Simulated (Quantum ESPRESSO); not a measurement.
# MgO2 (R-3m) in Quantum ESPRESSO: notebook

One crystal, MgO2, is run at these levels: PBEsol, LDA; tasks: band structure, single point, equation of state.

All numbers are computed with Quantum ESPRESSO 7.5; they aren't measurements. Logs are shortened: lines on timing, memory, paths and dates and some standing lists are left out, and cuts for length are marked.

**1. The structure**

It takes space group R-3m (No. 166, trigonal). Conventional cell: a = 3.210 Å, b = 3.210 Å, c = 10.482 Å, α = 90.00°, β = 90.00°, γ = 120.00°. Mg (site symmetry -3m) has 6 O at 2.11 Å as nearest neighbours. Around O (site symmetry 3m) lie 1 O at 1.49 Å.

The cell comes from a database or a generator and needn't be the stable form of this composition.

**2. Band structure, PBEsol**

The input, pw.in:

```
&CONTROL
  calculation = 'scf'
  prefix = 'pwscf'
  outdir = './tmp'
  pseudo_dir = './pseudo'
  tprnfor = .true.
  tstress = .true.
  disk_io = 'low'
/
&SYSTEM
  ibrav = 0
  celldm(1) = 8
  nat = 3
  ntyp = 2
  ecutwfc = 45
  ecutrho = 360
  nbnd = 18
  occupations = 'smearing'
  smearing = 'fd'
  degauss = 0.00367493
/
&ELECTRONS
  conv_thr = 6d-10
  electron_maxstep = 120
  mixing_beta = 0.5
/
ATOMIC_SPECIES
Mg    24.3050 mg_pbesol_v1.4.uspp.F.UPF
O     15.9990 o_pbesol_v1.2.uspp.F.UPF
CELL_PARAMETERS alat
  0.3790698519645   0.2188560810799   0.8253328948486
 -0.3790698519645   0.2188560810799   0.8253328948486
  0.0000000000000  -0.4377121621597   0.8253328948486
ATOMIC_POSITIONS crystal
Mg     0.0000000000    0.0000000000    0.0000000000
O      0.5712140000    0.5712140000    0.5712140000
O      0.4287860000    0.4287860000    0.4287860000
K_POINTS automatic
10 10 10 0 0 0
```

The input, bands.in:

```
&CONTROL
  calculation = 'bands'
  prefix = 'pwscf'
  outdir = './tmp'
  pseudo_dir = './pseudo'
  disk_io = 'low'
  verbosity = 'high'
/
&SYSTEM
  ibrav = 0
  celldm(1) = 8
  nat = 3
  ntyp = 2
  ecutwfc = 45
  ecutrho = 360
  nbnd = 18
  occupations = 'smearing'
  smearing = 'fd'
  degauss = 0.00367493
/
&ELECTRONS
  conv_thr = 1d-08
  electron_maxstep = 120
  mixing_beta = 0.5
  diago_full_acc = .true.
  startingwfc = 'random'
/
ATOMIC_SPECIES
Mg    24.3050 mg_pbesol_v1.4.uspp.F.UPF
O     15.9990 o_pbesol_v1.2.uspp.F.UPF
CELL_PARAMETERS alat
  0.3790698519645   0.2188560810799   0.8253328948486
 -0.3790698519645   0.2188560810799   0.8253328948486
  0.0000000000000  -0.4377121621597   0.8253328948486
ATOMIC_POSITIONS crystal
Mg     0.0000000000    0.0000000000    0.0000000000
O      0.5712140000    0.5712140000    0.5712140000
O      0.4287860000    0.4287860000    0.4287860000
K_POINTS crystal
60
 0.0000000000  0.0000000000  0.0000000000 1
 0.0625000000  0.0000000000  0.0000000000 1
 0.1250000000  0.0000000000  0.0000000000 1
 0.1875000000  0.0000000000  0.0000000000 1
 0.2500000000  0.0000000000  0.0000000000 1
 0.3125000000  0.0000000000  0.0000000000 1
 0.3750000000  0.0000000000  0.0000000000 1
 0.4375000000  0.0000000000  0.0000000000 1
 0.5000000000  0.0000000000  0.0000000000 1
 0.5000000000  0.0427089030 -0.0427089030 1
 0.5000000000  0.0854178059 -0.0854178059 1
 0.5000000000  0.1281267089 -0.1281267089 1
 0.5000000000  0.1708356118 -0.1708356118 1
 0.5000000000  0.2135445148 -0.2135445148 1
 0.7864554852  0.5000000000  0.2135445148 1
 0.7506485495  0.5000000000  0.2493514505 1
 0.7148416139  0.5000000000  0.2851583861 1
 0.6790346782  0.5000000000  0.3209653218 1
 0.6432277426  0.5000000000  0.3567722574 1
 0.6074208069  0.5000000000  0.3925791931 1
 0.5716138713  0.5000000000  0.4283861287 1
 0.5358069356  0.5000000000  0.4641930644 1
 0.5000000000  0.5000000000  0.5000000000 1
 0.4166666667  0.4166666667  0.4166666667 1
 0.3333333333  0.3333333333  0.3333333333 1
 0.2500000000  0.2500000000  0.2500000000 1
 0.1666666667  0.1666666667  0.1666666667 1
 0.0833333333  0.0833333333  0.0833333333 1
 0.0000000000  0.0000000000  0.0000000000 1
 0.0356772257  0.0000000000 -0.0356772257 1
 0.0713544515  0.0000000000 -0.0713544515 1
 0.1070316772  0.0000000000 -0.1070316772 1
 0.1427089030  0.0000000000 -0.1427089030 1
 0.1783861287  0.0000000000 -0.1783861287 1
 0.2140633544  0.0000000000 -0.2140633544 1
 0.2497405802  0.0000000000 -0.2497405802 1
 0.2854178059  0.0000000000 -0.2854178059 1
 0.3210950317  0.0000000000 -0.3210950317 1
 0.3567722574  0.0000000000 -0.3567722574 1
 0.6432277426  0.3567722574  0.0000000000 1
 0.6074208069  0.3925791931  0.0000000000 1
 0.5716138713  0.4283861287  0.0000000000 1
 0.5358069356  0.4641930644  0.0000000000 1
 0.5000000000  0.5000000000  0.0000000000 1
 0.5716138713  0.5716138713  0.1067722574 1
 0.6432277426  0.6432277426  0.2135445148 1
 0.6253242748  0.6253242748  0.2493514505 1
 0.6074208069  0.6074208069  0.2851583861 1
 0.5895173391  0.5895173391  0.3209653218 1
 0.5716138713  0.5716138713  0.3567722574 1
 0.5537104035  0.5537104035  0.3925791931 1
 0.5358069356  0.5358069356  0.4283861287 1
 0.5179034678  0.5179034678  0.4641930644 1
 0.5000000000  0.5000000000  0.5000000000 1
 0.5000000000  0.0000000000  0.0000000000 1
 0.5572910970  0.0713544515  0.0713544515 1
 0.6145821941  0.1427089030  0.1427089030 1
 0.6718732911  0.2140633544  0.2140633544 1
 0.7291643882  0.2854178059  0.2854178059 1
 0.7864554852  0.3567722574  0.3567722574 1
```

Potentials or basis: GBRV 1.5 PBEsol.

Run with:

```console
$ OMP_NUM_THREADS=1 mpirun -n 2 pw.x -nk 2 -in pw.in > pw.out
$ OMP_NUM_THREADS=1 mpirun -n 2 pw.x -nk 2 -in bands.in > bands.out
```

pw.out:

```text
This program is part of the open-source Quantum ESPRESSO suite
     for quantum simulation of materials; please cite
         "P. Giannozzi et al., J. Phys.:Condens. Matter 21 395502 (2009);
         "P. Giannozzi et al., J. Phys.:Condens. Matter 29 465901 (2017);
         "P. Giannozzi et al., J. Chem. Phys. 152 154105 (2020);
     in publications or presentations arising from this work. More details at

     Message from routine setup:
     using ibrav=0 with symmetry is DISCOURAGED, use correct ibrav instead

     K-points division:     npool     =       2
     Subspace diagonalization in iterative solution of the eigenvalue problem:
     a serial algorithm will be used

     G-vector sticks info
     --------------------
     sticks:   dense  smooth     PW     G-vecs:    dense   smooth      PW
     Sum        1195     585    203                24291     8567    1673

     Using Slab Decomposition

     bravais-lattice index     =            0
     lattice parameter (alat)  =       8.0000  a.u.
     unit-cell volume          =     210.3431 (a.u.)^3
     number of atoms/cell      =            3
     number of atomic types    =            2
     number of electrons       =        22.00
     number of Kohn-Sham states=           18
     kinetic-energy cutoff     =      45.0000  Ry
     charge density cutoff     =     360.0000  Ry
     scf convergence threshold =      6.0E-10
     mixing beta               =       0.5000
     number of iterations used =            8  plain     mixing
     Exchange-correlation= SLA  PW   PSX  PSC
                           (   1   4  10   8   0   0   0)

     celldm(1)=   8.000000  celldm(2)=   0.000000  celldm(3)=   0.000000
     celldm(4)=   0.000000  celldm(5)=   0.000000  celldm(6)=   0.000000

     crystal axes: (cart. coord. in units of alat)
               a(1) = (   0.379070   0.218856   0.825333 )
               a(2) = (  -0.379070   0.218856   0.825333 )
               a(3) = (   0.000000  -0.437712   0.825333 )

     reciprocal axes: (cart. coord. in units 2 pi/alat)
               b(1) = (  1.319018  0.761535  0.403877 )
               b(2) = ( -1.319018  0.761535  0.403877 )
               b(3) = (  0.000000 -1.523071  0.403877 )

     PseudoPot. # 1 for Mg read from file:
     mg_pbesol_v1.4.uspp.F.UPF
     Pseudo is Ultrasoft, Zval = 10.0
     Generated by new atomic code, or converted to UPF format
     Using radial grid of  821 points,  7 beta functions with:
                l(1) =   0
                l(2) =   0
                l(3) =   0
                l(4) =   1
                l(5) =   1
                l(6) =   2
                l(7) =   2
     Q(r) pseudized with  8 coefficients,  rinner =    1.200   1.200   1.200
                                                       1.200   1.200

     PseudoPot. # 2 for O  read from file:
     o_pbesol_v1.2.uspp.F.UPF
     Pseudo is Ultrasoft + core correction, Zval =  6.0
     Generated by new atomic code, or converted to UPF format
     Using radial grid of  737 points,  5 beta functions with:
                l(1) =   0
                l(2) =   0
                l(3) =   1
                l(4) =   1
                l(5) =   2
     Q(r) pseudized with  8 coefficients,  rinner =    0.900   0.900   0.900
                                                       0.900   0.900

     atomic species   valence    mass     pseudopotential
     Mg               10.00    24.30500     Mg( 1.00)
     O                 6.00    15.99900     O ( 1.00)

     12 Sym. Ops., with inversion, found

   Cartesian axes

     site n.     atom                  positions (alat units)
         1        Mg     tau(   1) = (   0.0000000   0.0000000   0.0000000  )
         2        O      tau(   2) = (  -0.0000000   0.0000000   1.4143251  )
         3        O      tau(   3) = (   0.0000000   0.0000000   1.0616736  )

     number of k points=   116  Fermi-Dirac smearing, width (Ry)=  0.0037

     Number of k-points >= 100: set verbosity='high' to print them.

     Dense  grid:    24291 G-vectors     FFT dimensions: (  45,  45,  45)

     Smooth grid:     8567 G-vectors     FFT dimensions: (  32,  32,  32)

     Check: negative core charge=   -0.000002

     Initial potential from superposition of free atoms

     starting charge      21.6998, renormalised to      22.0000
     Starting wfcs are   13 randomized atomic wfcs +    5 random wfcs

     Self-consistent Calculation

     iteration #  1     ecut=    45.00 Ry     beta= 0.50
     Davidson diagonalization with overlap
     ethr =  1.00E-02,  avg # of iterations =  5.5

     total energy              =    -189.60943607 Ry
     estimated scf accuracy    <       0.25589983 Ry

     iteration #  2     ecut=    45.00 Ry     beta= 0.50
     Davidson diagonalization with overlap
     ethr =  1.16E-03,  avg # of iterations =  2.1

     total energy              =    -189.64386193 Ry
     estimated scf accuracy    <       0.02734738 Ry

     iteration #  3     ecut=    45.00 Ry     beta= 0.50
     Davidson diagonalization with overlap
     ethr =  1.24E-04,  avg # of iterations =  2.5

     total energy              =    -189.64589260 Ry
     estimated scf accuracy    <       0.00459292 Ry

     iteration #  4     ecut=    45.00 Ry     beta= 0.50
     Davidson diagonalization with overlap
     ethr =  2.09E-05,  avg # of iterations =  2.2

     total energy              =    -189.64615274 Ry
     estimated scf accuracy    <       0.00021729 Ry

     iteration #  5     ecut=    45.00 Ry     beta= 0.50
     Davidson diagonalization with overlap
     ethr =  9.88E-07,  avg # of iterations =  2.9

     total energy              =    -189.64617067 Ry
     estimated scf accuracy    <       0.00000426 Ry

     iteration #  6     ecut=    45.00 Ry     beta= 0.50
     Davidson diagonalization with overlap
     ethr =  1.94E-08,  avg # of iterations =  2.0

     total energy              =    -189.64617130 Ry
     estimated scf accuracy    <       0.00000014 Ry

     iteration #  7     ecut=    45.00 Ry     beta= 0.50
     Davidson diagonalization with overlap
     ethr =  6.32E-10,  avg # of iterations =  2.0

     total energy              =    -189.64617135 Ry
     estimated scf accuracy    <       0.00000001 Ry

     iteration #  8     ecut=    45.00 Ry     beta= 0.50
     Davidson diagonalization with overlap
     ethr =  4.78E-11,  avg # of iterations =  2.0

     total energy              =    -189.64617135 Ry
     estimated scf accuracy    <          8.7E-10 Ry

     iteration #  9     ecut=    45.00 Ry     beta= 0.50
     Davidson diagonalization with overlap
     ethr =  3.95E-12,  avg # of iterations =  2.0

     End of self-consistent calculation

     Number of k-points >= 100: set verbosity='high' to print the bands.

     the Fermi energy is     7.3241 ev

!    total energy              =    -189.64617135 Ry
     estimated scf accuracy    <          2.6E-11 Ry
     smearing contrib. (-TS)   =      -0.00000000 Ry
     internal energy E=F+TS    =    -189.64617135 Ry

     The total energy is F=E-TS. E is the sum of the following terms:
     one-electron contribution =    -111.03059309 Ry
     hartree contribution      =      62.34623794 Ry
     xc contribution           =     -31.05622706 Ry
     ewald contribution        =    -109.90558915 Ry

     convergence has been achieved in   9 iterations

     Forces acting on atoms (cartesian axes, Ry/au):

     atom    1 type  1   force =    -0.00000000   -0.00000000   -0.00000000
     atom    2 type  2   force =    -0.00000000   -0.00000000   -0.00530862
     atom    3 type  2   force =     0.00000000   -0.00000000    0.00530862

     Total force =     0.007508     Total SCF correction =     0.000002

     Computing stress (Cartesian axis) and pressure

          total   stress  (Ry/bohr**3)                   (kbar)     P=      -44.19
  -0.00025969   0.00000000   0.00000000          -38.20        0.00        0.00
   0.00000000  -0.00025969   0.00000000            0.00      -38.20        0.00
   0.00000000   0.00000000  -0.00038189            0.00        0.00      -56.18

=------------------------------------------------------------------------------=
   JOB DONE.
=------------------------------------------------------------------------------=
```

Wall time 24 s (2 MPI ranks of Arm Neoverse V1, shared host); peak memory 0.26 GiB.

Results:

```
Free energy             : -2580.2676 eV
Pressure                : -4.4 GPa
Largest force           : 0.136 eV/Å
Band gap on the k mesh  : 2.24 eV, direct
Band gap along the path : 2.24 eV, direct
```

Forces on the atoms (eV/Å):
```
Mg   0.000  0.000  0.000
O    0.000  0.000 -0.136
O    0.000  0.000  0.136
```

Levels at the corners of the path, in eV from the valence-band top:
| point | band 9 | band 10 | band 11 | band 12 | band 13 | band 14 |
| --- | --- | --- | --- | --- | --- | --- |
| Γ | -3.33 | -0.81 | -0.81 | 4.49 | 4.80 | 11.99 |
| L | -3.67 | -1.27 | -1.13 | 4.14 | 8.51 | 10.12 |
| B1 | -4.69 | -2.08 | -0.69 | 3.79 | 9.73 | 9.98 |
| B | -4.69 | -2.08 | -0.69 | 3.79 | 9.73 | 9.98 |
| Z | -3.86 | 0.00 | 0.00 | 2.24 | 4.88 | 9.31 |
| Γ | -3.33 | -0.81 | -0.81 | 4.49 | 4.80 | 11.99 |
| X | -4.98 | -1.83 | -0.88 | 3.88 | 9.47 | 10.61 |
| Q | -4.98 | -1.83 | -0.88 | 3.88 | 9.47 | 10.61 |
| F | -4.35 | -2.17 | -0.13 | 3.48 | 7.71 | 10.90 |
| P1 | -4.21 | -2.13 | -0.34 | 3.57 | 8.03 | 10.43 |
| Z | -3.86 | 0.00 | 0.00 | 2.24 | 4.88 | 9.31 |
| L | -3.67 | -1.27 | -1.13 | 4.14 | 8.51 | 10.12 |
| P | -4.21 | -2.13 | -0.34 | 3.57 | 8.03 | 10.43 |

**3. Single point, LDA, 9.77 Å³/atom**

The input, pw.in:

```
&CONTROL
  calculation = 'scf'
  prefix = 'pwscf'
  outdir = './tmp'
  pseudo_dir = './pseudo'
  tprnfor = .true.
  tstress = .true.
  disk_io = 'nowf'
/
&SYSTEM
  ibrav = 0
  nat = 3
  ntyp = 2
  ecutwfc = 45
  ecutrho = 360
  nbnd = 18
  occupations = 'smearing'
  smearing = 'fd'
  degauss = 0.00367493
/
&ELECTRONS
  conv_thr = 6d-10
  electron_maxstep = 120
  mixing_beta = 0.5
/
ATOMIC_SPECIES
Mg    24.3050 mg_lda_v1.4.uspp.F.UPF
O     15.9990 o_lda_v1.2.uspp.F.UPF
CELL_PARAMETERS angstrom
   1.5720015991    0.9075955464    3.4226531700
  -1.5720015991    0.9075955464    3.4226531700
   0.0000000000   -1.8151910928    3.4226531700
ATOMIC_POSITIONS crystal
Mg     0.0000000000    0.0000000000    0.0000000000
O      0.5712140000    0.5712140000    0.5712140000
O      0.4287860000    0.4287860000    0.4287860000
K_POINTS automatic
10 10 10 0 0 0
```

Potentials or basis: GBRV 1.5 LDA.

Run with:

```console
$ OMP_NUM_THREADS=1 mpirun -n 2 pw.x -nk 2 -in pw.in > pw.out
```

It took 15 s on 2 MPI ranks of Arm Neoverse V1, shared host; peak memory 0.24 GiB.

Results (log left out):

```
Free energy            : -2581.2435 eV
Pressure               : -1.4 GPa
Largest force          : 0.102 eV/Å
Band gap on the k mesh : 2.62 eV, direct
```

**4. Single point, LDA, 9.97 Å³/atom**

pw.in, as its differences from that of step 3:

```diff
@@ -29,5 +29,5 @@
 CELL_PARAMETERS angstrom
-   1.5720015991    0.9075955464    3.4226531700
-  -1.5720015991    0.9075955464    3.4226531700
-   0.0000000000   -1.8151910928    3.4226531700
+   1.5830723976    0.9139872749    3.4467571555
+  -1.5830723976    0.9139872749    3.4467571555
+   0.0000000000   -1.8279745499    3.4467571555
 ATOMIC_POSITIONS crystal
```

Run with:

```console
$ OMP_NUM_THREADS=1 mpirun -n 2 pw.x -nk 2 -in pw.in > pw.out
```

It took 15 s on 2 MPI ranks of Arm Neoverse V1, shared host; peak memory 0.24 GiB.

Results (log left out):

```yaml
Free_energy: -2581.2333 eV
Pressure: -4.4 GPa
Largest_force: 0.014 eV/Å
Band_gap_on_the_k_mesh: 2.48 eV, direct
```

**5. Single point, LDA, 10.18 Å³/atom**

pw.in, as its differences from that of step 4:

```diff
@@ -29,5 +29,5 @@
 CELL_PARAMETERS angstrom
-   1.5830723976    0.9139872749    3.4467571555
-  -1.5830723976    0.9139872749    3.4467571555
-   0.0000000000   -1.8279745499    3.4467571555
+   1.5939904833    0.9202908347    3.4705286457
+  -1.5939904833    0.9202908347    3.4705286457
+   0.0000000000   -1.8405816693    3.4705286457
 ATOMIC_POSITIONS crystal
```

Run with:

```console
$ OMP_NUM_THREADS=1 mpirun -n 2 pw.x -nk 2 -in pw.in > pw.out
```

Run time: 15 s. Hardware: 2 MPI ranks of Arm Neoverse V1, shared host; peak memory 0.26 GiB.

Results (log left out):

* Free energy: -2581.2120 eV
* Pressure: -7.1 GPa
* Largest force: 0.123 eV/Å
* Band gap on the k mesh: 2.35 eV, direct

**6. Single point, LDA, 10.39 Å³/atom**

pw.in, as its differences from that of step 5:

```diff
@@ -29,5 +29,5 @@
 CELL_PARAMETERS angstrom
-   1.5939904833    0.9202908347    3.4705286457
-  -1.5939904833    0.9202908347    3.4705286457
-   0.0000000000   -1.8405816693    3.4705286457
+   1.6047610160    0.9265092046    3.4939788749
+  -1.6047610160    0.9265092046    3.4939788749
+   0.0000000000   -1.8530184092    3.4939788749
 ATOMIC_POSITIONS crystal
```

Potentials or basis: GBRV 1.5 LDA.

Run with:

```console
$ OMP_NUM_THREADS=1 mpirun -n 2 pw.x -nk 2 -in pw.in > pw.out
```

It took 16 s on 2 MPI ranks of Arm Neoverse V1, shared host; peak memory 0.26 GiB.

Results (log left out):

```
Free energy            : -2581.1807 eV
Pressure               : -9.4 GPa
Largest force          : 0.224 eV/Å
Band gap on the k mesh : 2.23 eV, direct
```

**7. Single point, LDA, 10.60 Å³/atom**

pw.in, as its differences from that of step 6:

```diff
@@ -29,5 +29,5 @@
 CELL_PARAMETERS angstrom
-   1.6047610160    0.9265092046    3.4939788749
-  -1.6047610160    0.9265092046    3.4939788749
-   0.0000000000   -1.8530184092    3.4939788749
+   1.6153888821    0.9326452060    3.5171184822
+  -1.6153888821    0.9326452060    3.5171184822
+   0.0000000000   -1.8652904119    3.5171184822
 ATOMIC_POSITIONS crystal
```

Run with:

```console
$ OMP_NUM_THREADS=1 mpirun -n 2 pw.x -nk 2 -in pw.in > pw.out
```

Run time: 26 s. Hardware: 2 MPI ranks of Arm Neoverse V1, shared host; peak memory 0.26 GiB.

The run converged. Its results:

* Free energy: -2581.1407 eV
* Pressure: -11.6 GPa
* Largest force: 0.319 eV/Å
* Band gap on the k mesh: 2.11 eV, direct

**8. Single point, LDA, 10.81 Å³/atom**

pw.in, as its differences from that of step 7:

```diff
@@ -29,5 +29,5 @@
 CELL_PARAMETERS angstrom
-   1.6153888821    0.9326452060    3.5171184822
-  -1.6153888821    0.9326452060    3.5171184822
-   0.0000000000   -1.8652904119    3.5171184822
+   1.6258787142    0.9387015134    3.5399575539
+  -1.6258787142    0.9387015134    3.5399575539
+   0.0000000000   -1.8774030267    3.5399575539
 ATOMIC_POSITIONS crystal
```

Run with:

```console
$ OMP_NUM_THREADS=1 mpirun -n 2 pw.x -nk 2 -in pw.in > pw.out
```

Wall time 27 s (2 MPI ranks of Arm Neoverse V1, shared host); peak memory 0.26 GiB.

The run converged. Its results:

| Item | Value |
| --- | --- |
| Free energy | -2581.0928 eV |
| Pressure | -13.5 GPa |
| Largest force | 0.407 eV/Å |
| Band gap on the k mesh | 1.99 eV, direct |

**9. Single point, LDA, 11.01 Å³/atom**

pw.in, as its differences from that of step 8:

```diff
@@ -29,5 +29,5 @@
 CELL_PARAMETERS angstrom
-   1.6258787142    0.9387015134    3.5399575539
-  -1.6258787142    0.9387015134    3.5399575539
-   0.0000000000   -1.8774030267    3.5399575539
+   1.6362349088    0.9446806651    3.5625056621
+  -1.6362349088    0.9446806651    3.5625056621
+   0.0000000000   -1.8893613302    3.5625056621
 ATOMIC_POSITIONS crystal
```

Potentials or basis: GBRV 1.5 LDA.

Run with:

```console
$ OMP_NUM_THREADS=1 mpirun -n 2 pw.x -nk 2 -in pw.in > pw.out
```

Wall time 27 s (2 MPI ranks of Arm Neoverse V1, shared host); peak memory 0.26 GiB.

Results (log left out):

* Free energy: -2581.0378 eV
* Pressure: -15.2 GPa
* Largest force: 0.489 eV/Å
* Band gap on the k mesh: 1.89 eV, direct

**10. Equation of state, LDA**

No new run: the results of the series are fitted here.

What came out:

```yaml
Equilibrium_volume: "9.69 Å³/atom (rough: see the caveat)"
Bulk_modulus_at_fixed_shape_and_positions: 153 GPa (rough)
```

Energy against volume, from the lowest point:
```
volume (Å³/atom)  energy (meV/atom)
           9.766               0.00
           9.974               3.43
          10.182              10.53
          10.390              20.94
          10.598              34.27
          10.805              50.25
          11.013              68.59
```

Caveat: the minimum lies outside the volumes run; the cell was scaled at fixed shape and fractional positions, which overstates the stiffness of a crystal with free parameters, most of all of layers and chains.
